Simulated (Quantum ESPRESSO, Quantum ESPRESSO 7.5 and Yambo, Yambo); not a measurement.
**Sb (buckled honeycomb monolayer): G0W0 on several meshes in Yambo**

How does the mesh move the gap of Sb (buckled honeycomb monolayer)?

Main program and level: Quantum ESPRESSO 7.5 and Yambo 5.3.0; PBE and many-body steps on it, plane waves.

## Step 1: The starting structure

The cell holds 2 atoms: 2 Sb. Cell: a = 4.127 Å, b = 4.127 Å, c = 14.000 Å, α = 90.0°, β = 90.0°, γ = 120.0°. Vacuum lies along c.

The structure was relaxed with PBE. The runs that relaxed it are not among those shown. Spin-orbit coupling is left out unless a step names it.

## Step 2: Empty states on the mesh, 6×6×1 mesh, 423 bands

This step: Quantum ESPRESSO 7.5; DFT, PBE, plane waves, norm-conserving pseudopotentials.

The sums over transitions need many empty states on a uniform mesh; this step solves for them.

pw.in

```
&control
  calculation = 'nscf'
  prefix = 'x'
  outdir = 'o'
  pseudo_dir = 'pseudo'
/
&system
  ibrav = 0
  nat = 2
  ntyp = 1
  ecutwfc = 88.0
  nbnd = 423
  force_symmorphic = .true.
/
&electrons
  conv_thr = 1e-9
  electron_maxstep = 80
  diago_full_acc = .true.
  diago_thr_init = 5e-6
/
ATOMIC_SPECIES
  Sb 121.76 Sb.upf
CELL_PARAMETERS angstrom
  4.1272254436 0.0000000001 0.0000000000
  -2.0636127219 3.5742820813 0.0000000000
  0.0000000000 0.0000000000 14.0000000000
ATOMIC_POSITIONS crystal
  Sb 0.3333333333 0.6666666667 0.4415848827
  Sb 0.6666666667 0.3333333333 0.5584151173
K_POINTS automatic
  6 6 1 0 0 0
```

On the command line:

```bash
$ OMP_NUM_THREADS=1 mpirun -n 4 pw.x -nk 4 -in pw.in > pw.out
```

Output:

```text
Program PWSCF v.7.5 starts

     This program is part of the open-source Quantum ESPRESSO suite
     for quantum simulation of materials; please cite
         "P. Giannozzi et al., J. Phys.:Condens. Matter 21 395502 (2009);
         "P. Giannozzi et al., J. Phys.:Condens. Matter 29 465901 (2017);
         "P. Giannozzi et al., J. Chem. Phys. 152 154105 (2020);
     in publications or presentations arising from this work. More details at

     Atomic positions and unit cell read from directory:
     o/x.save/

     Message from routine setup:
[...]
22.7203  23.9099  24.0660  24.0912  24.2881  24.3844  24.5677  24.9474
     [... 41 further rows ...]
    87.2322  87.2680  87.2742  87.5809  87.5935  87.7113  88.1086  88.1665
    88.2854  88.5800  88.7705  88.8269  89.0644  89.1486  89.3537

          k = 0.0000-0.5774 0.0000 ( 19432 PWs)   bands (ev):

     [... further k-points ...]

     highest occupied, lowest unoccupied level (ev):    -0.0917    1.2219

     XML data file, pseudopotentials, collected wavefunctions

=------------------------------------------------------------------------------=
   JOB DONE.
=------------------------------------------------------------------------------=
```

Run time: 3.6 min. Hardware: 4 MPI ranks of Arm Neoverse V2, shared host; peak memory 3 GiB; 14 min of CPU time.

Numbers from this step:

| Property | Result |
| --- | --- |
| gap | 1.314 eV |
| k of the valence top | 0, 0, 0 |
| k of the conduction bottom | 0, 0.3333, 0 |
| least direct gap | 1.578 eV |
| k points computed | 7 |
| lowest point of the top converged band, above the valence top | 88.8914 eV |

On this mesh the gap is 1.314 eV.

The density comes from a self-consistent run that is not shown.

## Step 3: Conversion and set-up

This step: Yambo 5.3.0; conversion and set-up on PBE, plane waves, norm-conserving pseudopotentials.

The states are converted to the many-body program's format and the q mesh is built.

On the command line:

```bash
$ (cd o/x.save; p2y > p2y.log; mv SAVE ../..); yambo > setup.log
```

Output:

```text
 Yambo, version 5.3.0

 [02] CORE Variables Setup
 =========================

  [02.01] Unit cells
  ==================

  Cell kind             :  HCP
  Atoms in the cell     :  Sb
  number of Sb atoms    :  2

  List of atomic masses
  Mass of Sb    :  121.7600

  List of atomic coordinates    : [cc]
  Sb1       : -0.51595E-09   4.5029       11.683      order 1
  Sb2       :   3.89966   2.25147  14.77352  order 2

  Alat factors          :   7.79933   6.75441  26.45617 [a.u.]
  Direct lattice volume :   1393.71    [a.u.]
  Direct lattice vectors:  A[ 1 ]  A[ 2 ]  A[ 3 ]
[...]
BZ  Q-points                                      :   36

 K/Q-points units:
 rlu = crystal or reduced units; cc = cartesian coordinates; iku = interal k-units

 Q [1]          [rlu]:  0.000000  0.000000  0.000000
 Q [2]          [rlu]: -0.42332E-17  0.16667       0.0000
 Q [3]          [rlu]: -0.84664E-17  0.33333       0.0000
 Q [4]          [rlu]:  0.12700E-16 -0.50000       0.0000
 Q [5]          [rlu]:  0.166667  0.166667  0.000000
 Q [6]          [rlu]:  0.166667  0.333333  0.000000
 Q [7]          [rlu]:  0.333333  0.333333  0.000000

  [03.01] X indexes
  =================

   [03.01.01] Sigma indexes
   ========================

 [06] Game Over & Game summary
```

The job ended after 2.8 s (1 MPI rank; peak memory 0.26 GiB).

## Step 4: 6×6×1

G0W0 replaces the xc potential by the self-energy, built once from these orbitals. Only a window of levels is corrected, while the sums run over the empty bands that the input names.

This step: G0W0 on PBE, plane waves, norm-conserving pseudopotentials.

gw2.in

```
HF_and_locXC
gw0
dyson
ppa
em1d
rim_cut
rim_w
RandQpts= 3000000
RandGvec= 100 RL
CUTGeo= "slab z"
RandGvecW= 9 RL
EXXRLvcs= 88 Ry
VXCRLvcs= 352 Ry
Chimod= "HARTREE"
% BndsRnXp
 1 | 209 |
%
NGsBlkXp= 10.5 Ry
% LongDrXp
 1 | 1 | 0 |
%
% GbndRnge
 1 | 209 |
%
DysSolver= "n"
ExtendOut
PPAPntXp= 27.21138 eV
% QPkrange
 1 | 1 | 22 | 25 |
 3 | 3 | 22 | 25 |
%
```

On the command line:

```bash
$ OMP_NUM_THREADS=1 mpirun -n 4 yambo -F gw2.in -J gw2 -C gw2 > gw2.log
```

Output:

```text
 Yambo, version 5.3.0

 [02] CORE Variables Setup
 =========================

  [... cell, symmetries and grids as in the set-up ...]

  [02.05] Energies & Occupations
  ==============================

  [X] === General ===
  [X] Electronic Temperature                        :  0.000000  0.000000 [eV K]
  [X] Bosonic    Temperature                        :  0.000000  0.000000 [eV K]
  [X] Finite Temperature mode                       : no
  [X] El. density                                   :  0.22273E+24 [cm-3]
  [X] Fermi Level                                   : -0.091652 [eV]

  [X] === Gaps and Widths ===
  [X] Conduction Band Min                           :  1.313505 [eV]
  [X] Valence Band Max                              :  0.000000 [eV]
  [X] Filled Bands                                  :  23
  [X] Empty Bands                                   :    24   423
  [X] Direct Gap                                    :  1.577658 [eV]
  [X] Direct Gap localized at k                     :  1
  [X] Indirect Gap                                  :  1.313505 [eV]
  [X] Indirect Gap between kpts                     :  1  3
  [X] Last valence band width                       :  1.770320 [eV]
  [X] 1st conduction band width                     :  0.892837 [eV]

 [03] Transferred momenta grid and indexing
 ==========================================

 IBZ Q-points                                      :   7
 BZ  Q-points                                      :   36

 K/Q-points units:
 rlu = crystal or reduced units; cc = cartesian coordinates; iku = interal k-units

 Q [1]          [rlu]:  0.000000  0.000000  0.000000
 Q [2]          [rlu]: -0.42332E-17  0.16667       0.0000
 Q [3]          [rlu]: -0.84664E-17  0.33333       0.0000
 Q [4]          [rlu]:  0.12700E-16 -0.50000       0.0000
 Q [5]          [rlu]:  0.166667  0.166667  0.000000
 Q [6]          [rlu]:  0.166667  0.333333  0.000000
 Q [7]          [rlu]:  0.333333  0.333333  0.000000

 [04] Coloumb potential Random Integration (RIM)
 ===============================================

 Performing RIM of v_slab

  [04.01] RIM initialization
  ==========================

  * Diagonal components only detected *

  8 x (sBL volume)        :  0.039551 [a.u.]
  sBZ random points       :  3000000
  Points outside the sBZ  :  24000829
  RL volume               :  0.177979 [a.u.]
  Integrated volume       :  0.177973 [a.u.]

  [04.02] RIM integrals
  =====================

  Gamma point sphere radius             :  0.036404 [a.u.]
  Points outside the sphere             :  2398884
  [Int_sBZ(q=0) 1/q^2]*(Vol_sBZ)^(-1/3) =:  7.385819
                                 should be <:  7.795600

  Summary of Coulomb integrals for non-metallic bands |Q|[au] RIM/Bare

  Q [1] 0.100000E-4 0.947434 * Q [2] 0.155039 0.953725
  Q [5] 0.268535 1.010255 * Q [3] 0.310078 1.014225
  Q [6] 0.410195 1.014662 * Q [4] 0.465117 1.013136
  Q [7] 0.537071 1.010659
  Non-periodic chartesian directions : none
  Optical renormalization            :  26.45617 [au]
  Polarizability dimension           : length

 [05] Coloumb potential CutOffslab
 =================================

 Cut directionsZ
 Slab Cutoff:Z
 Symmetry test passed : yes

 [06] Dipoles
 ============

  [06.01] Setup: observables and procedures
  =========================================

 [07] Dynamic Dielectric Matrix (PPA)
 ====================================

 [WR./gw2//ndb.pp]---------------------------------------------------------------
  Brillouin Zone Q/K grids (IBZ/BZ)                :    7   36    7   36
  RL vectors                                       :  22895 [WF]
  Coulomb cutoff potential                         : slab z
  Electronic Temperature                           :  0.000000 [K]
  Bosonic    Temperature                           :  0.000000 [K]
  PPA    diel. fun.  energies                      : Perdew, Burke & Ernzerhof(X)+Perdew, Burke & Ernzerhof(C)
  wavefunctions                                    : Perdew, Burke & Ernzerhof(X)+Perdew, Burke & Ernzerhof(C)
[...]
Field direction                                  :  0.707107E-5  0.707107E-5   0.00000
  BZ energy Double Grid                            : no
  BZ energy DbGd points                            : 0
  BZ Q point size factor                           : -1.000000
  X Optical Averaged directions                    : none

 [08] Local Exchange-Correlation + Non-Local Fock
 ================================================

 [VXC] Plane waves :  155503
 [EXS] Plane waves :  19465

 QP @ state[ 1 ] K range:  1  1
 QP @ state[ 1 ] b range:  22  25
 QP @ state[ 2 ] K range:  3  3
 QP @ state[ 2 ] b range:  22  25

 [xc] Functional : Perdew, Burke & Ernzerhof(X)+Perdew, Burke & Ernzerhof(C)
 [xc] LIBXC used to calculate xc functional
  PP Number of Atomic Species                      :  1
  NLCC RL compoments                               :  155503
  PP Number of Atomic Species                      :  1
  NLCC RL compoments                               :  155503

 [xc] E_xc :  -38.17778 [Ha]
      E_xc :  -76.35556 [Ry]

  Local XC kind (lXC) : Perdew, Burke & Ernzerhof(X)+Perdew, Burke & Ernzerhof(C)
  Non-Local XC kind (nlXC) : Hartree-Fock

  Corrections @ K [1] :  [eV]
 <22|nlXC|22> = -13.64657  0.52505E-17 <22|lXC|22> = -12.65901 -0.37763E-15
 <23|nlXC|23> = -13.64660  0.11172E-16 <23|lXC|23> = -12.65901  0.34713E-30
 <24|nlXC|24> = -7.883613  0.11032E-17 <24|lXC|24> = -11.39975  0.13137E-27
 <25|nlXC|25> = -8.017834  0.37755E-17 <25|lXC|25> = -11.90640  0.94408E-16

  Corrections @ K [3] :  [eV]
 <22|nlXC|22> = -13.63642 -0.86479E-17 <22|lXC|22> = -12.00916 -0.18882E-15
 <23|nlXC|23> = -12.91722 -0.10518E-16 <23|lXC|23> = -11.31001 -0.70806E-16
 <24|nlXC|24> = -6.822172 -0.12816E-17 <24|lXC|24> = -9.888872  0.70806E-16
 <25|nlXC|25> = -6.050009  0.39369E-18 <25|lXC|25> = -9.865942 -0.34527E-24

 [09] Dyson equation: Newton solver
 ==================================

  [09.01] RIM-W interpolation
  ===========================

  [WARNING] RIM-W works only for 2D semiconductors with slab cutoff
  Found compatible q grid: 2D
  q_min[ 1 ]:  0.16667      0.25476E-11   0.0000     [rlu]
   0.166667  0.083333  0.000000 [iku]
  q_min[ 2 ]:  0.42332E-17  0.16667       0.0000     [rlu]
  -0.46629E-11  0.16667       0.0000     [iku]
  G-vectors :  13
  G-vectors loaded:  139
  Number of interpolated frequencies:  2

  Evaluating coefficients q = 0
  Evaluating coefficients q = 0

  [09.02] RIM-W integrals
  =======================

  8 x (sBL volume)        :  0.039551 [a.u.]
  sBZ random points       :  3000000
  Points outside the sBZ  :  24000829
  RL volume               :  0.177979 [a.u.]
  Integrated volume       :  0.177973 [a.u.]

  [09.03] RIM integrals
  =====================

  Comparison between head Wc = W - v averages: < Wc > [au] RIM-W/RIM

   < -Wc [Q = 1] > 0.346208E-1 0.530719E-4 * < -Wc [Q = 2] > 0.005612 0.005461
   < -Wc [Q = 3] > 0.001112 0.001091 * < -Wc [Q = 4] > 0.381145E-3 0.376978E-3
   < -Wc [Q = 5] > 0.001609 0.001578 * < -Wc [Q = 6] > 0.544228E-3 0.539014E-3
   < -Wc [Q = 7] > 0.256962E-3 0.255343E-3

  Comparison between head Wc = W - v averages: < Wc > [au] RIM-W/RIM

   < -Wc [G = 1,G`=0] > 0.346208E-1 0.530719E-4 * < -Wc [G = 2,G`=0] >-0.001569 0.000000
   < -Wc [G = 3,G`=0] >-0.001569 0.000000 * < -Wc [G = 4,G`=0] > 0.192759E-4  0.00000
   < -Wc [G = 5,G`=0] > 0.192617E-4  0.00000 * < -Wc [G = 6,G`=0] > 0.699463E-4  0.00000
   < -Wc [G = 7,G`=0] > 0.699632E-4  0.00000 * < -Wc [G = 8,G`=0] >-0.465338E-5  0.00000
   < -Wc [G = 9,G`=0] >-0.508657E-5  0.00000 * < -Wc [G = 10,G`=0] >-0.463970E-5  0.00000
   < -Wc [G = 11,G`=0] >-0.483188E-5  0.00000 * < -Wc [G = 12,G`=0] >-0.505262E-5  0.00000
   < -Wc [G = 13,G`=0] >-0.480935E-5  0.00000

 [10] G0W0 (W PPA)
 =================

 [  GW  ] Bands range     :    1  209
 [GW/PPA] G damping       :  0.100000 [eV]

 QP @ state[ 1 ] K range:  1  1
 QP @ state[ 1 ] b range:  22  25
 QP @ state[ 2 ] K range:  3  3
 QP @ state[ 2 ] b range:  22  25

  Sc/G bands                                       :    1  209
  Sc/G damping                                     :  0.100000 ev
  Sc bands terminator                              : no
  Sx RL components                                 :  19465

  QP @ state[ 1 ] K range                          :  1  1
  QP @ state[ 1 ] b range                          :  22  25
  QP @ state[ 2 ] K range                          :  3  3
  QP @ state[ 2 ] b range                          :  22  25
  GF energies kind                                 : Perdew, Burke & Ernzerhof(X)+Perdew, Burke & Ernzerhof(C)
  GF WF`s kind                                     : Perdew, Burke & Ernzerhof(X)+Perdew, Burke & Ernzerhof(C)
  Xs energies kind                                 : Perdew, Burke & Ernzerhof(X)+Perdew, Burke & Ernzerhof(C)
  Xs WF`s kind                                     : Perdew, Burke & Ernzerhof(X)+Perdew, Burke & Ernzerhof(C)

 [14] Game Over & Game summary
```

Run time: 12 min. Hardware: 4 MPI ranks; peak memory 3.8 GiB.

Numbers from this step:

- G0W0 gap on the points computed: 2.157 eV
- starting gap on the mesh: 1.314 eV
- k of the valence top: 0, 0, 0
- k of the conduction bottom: 0, 0.3333, 0
- least direct G0W0 gap on the computed points: 2.627 eV
- Z at the valence top: 0.7351
- Z at the conduction bottom: 0.7404

The gap on the mesh goes from 1.31 eV to 2.16 eV, a correction of +0.84 eV.

## Step 5: Empty states on the mesh, 3×3×1 mesh, 209 bands

This step: Quantum ESPRESSO 7.5; DFT, PBE, plane waves, norm-conserving pseudopotentials.

Edit pw.in of step 2 so:

```diff
@@ -11,3 +11,3 @@
   ecutwfc = 88.0
-  nbnd = 423
+  nbnd = 209
   force_symmorphic = .true.
@@ -30,2 +30,2 @@
 K_POINTS automatic
-  6 6 1 0 0 0
+  3 3 1 0 0 0
```

On the command line:

```bash
$ OMP_NUM_THREADS=1 mpirun -n 4 pw.x -nk 4 -in pw.in > pw.out
```

Output:

```text
[banner, memory and clock lines left out]
Program PWSCF v.7.5 starts

     Atomic positions and unit cell read from directory:
     o/x.save/

     Message from routine setup:
     using ibrav=0 with symmetry is DISCOURAGED, use correct ibrav instead

     Message from routine divide_et_impera:
     suboptimal parallelization: some nodes have no k-points

     G-vector sticks info

     bravais-lattice index     =            0
     lattice parameter (alat)  =       7.7993  a.u.
     unit-cell volume          =    1393.7076 (a.u.)^3
     number of atoms/cell      =            2
[...]
-143.8140-143.8136 -96.7855 -96.7846 -96.7820 -96.7810 -96.7388 -96.7367
[...]
[... 15 further rows ...]
[...]
53.5190

          k = 0.3333 0.5774 0.0000 ( 19458 PWs)   bands (ev):

  -143.8138-143.8138 -96.7857 -96.7834 -96.7834 -96.7808 -96.7377 -96.7377
[...]
23.2777  23.3057  23.3057  23.5651  23.5651  23.6534  23.6534  23.8926
     [... 15 further rows ...]
    53.7955  53.9757  53.9757  54.2313  54.5165  54.5165  54.7159  54.8851
    54.8851

     highest occupied, lowest unoccupied level (ev):    -0.0917    1.2219

     XML data file, pseudopotentials, collected wavefunctions
```

Run time: 35 s. Hardware: 4 MPI ranks; peak memory 1.3 GiB; 2.3 min of CPU time.

Numbers from this step:

| Item | Value |
| --- | --- |
| gap | 1.314 eV |
| k of the valence top | 0, 0, 0 |
| k of the conduction bottom | 0, 0.3333, 0 |
| least direct gap | 1.578 eV |
| k points computed | 3 |
| lowest point of the top converged band, above the valence top | 52.1444 eV |

On this mesh the gap is 1.314 eV.

[end of part 1 of 2]

[Paths, hosts, dates, memory and timing lines, banners, echoed tables and standing remarks are left out of the program output.]

[Logs are printed without paths, hosts, clocks, repeated set-up lines and the standing remarks that a program may print on its own settings, such as how far it seeks lower states.]

[Runs of the session that timed out or met a known fault of the program may be left out.]

[Hosts, paths, dates, database ids (printed as entryN), source tags and the programs' standing remarks are cut or masked in the printed files.]
